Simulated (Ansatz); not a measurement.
ZnO (zincite), 4 atoms in the cell. Symmetry: P6_3mc, No. 186, hexagonal system. The conventional cell has a = 3.249 Å, b = 3.249 Å, c = 5.206 Å, α = 90.00°, β = 90.00°, γ = 120.00°. Zn (site symmetry 3m) is surrounded by 4 O at 1.97 to 1.98 Å. O (site symmetry 3m) is surrounded by 4 Zn at 1.97 to 1.98 Å. 

* Program: Ansatz 0.2.0
* Task: relaxation of cell and atoms
* Functional: revPBE
* Potentials or basis: Ansatz PAW
* Cutoff: 420 eV (not typed: the program's choice for these potentials)
* k mesh: 7 × 7 × 4
* Occupations: fermi-dirac, width 0.05 eV
* Spin: no spin polarisation

Potentials or basis: Ansatz PAW.

Launch:

```bash
$ ansatz run input.yaml --threads 2 --pin off --max-ram 5632MiB --backend cpu --events-out ev --progress --plain --runs-dir out
```

Hardware: 2 threads of Arm Neoverse V1, with other jobs on the host.

**Question.** Estimate the wall time of this run.

**Answer.** It took 15 s on 2 threads of Arm Neoverse V1, with other jobs on the host, peak memory 0.37 GiB. Counts: scf iterations 52, plane waves 989, k points 24, bands 22, ion steps 8.
